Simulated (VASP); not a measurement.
Here is a VASP 6.6.1 calculation.

The input INCAR:

```
PREC = Accurate
ENCUT = 520
EDIFF = 1E-6
ISMEAR = 0
SIGMA = 0.15
LREAL = F
LASPH = T
NELM = 60
ALGO = Normal
ISIF = 2
LWAVE = F
LCHARG = F
GGA = PE
NBANDS = 12
```

File KPOINTS:

```
regular mesh
0
Gamma
  20 20 20
```

POSCAR

```
Zn
1.0
    0.0000000000      1.8665372000      1.9647760000
    1.8665372000      0.0000000000      1.9647760000
    1.8665372000      1.8665372000      0.0000000000
Zn
1
Direct
    0.0000000000      0.0000000000      0.0000000000
```

Potentials or basis: VASP PAW PBE potentials, release 64 (Zn).

Command:

```console
$ cat potpaw_PBE.64/Zn/POTCAR > POTCAR
$ mpirun -np 1 vasp_std > vasp.out
```

**Question.** Predict the pressure.

**Answer.** 10.0 GPa.

**Question.** What does it give for the band gap on the k mesh?

**Answer.** None (metal or under the smearing width).

Stress tensor (GPa, compression positive):
```
11.64  0.00  0.00
 0.00 11.64  0.00
 0.00  0.00  6.60
```
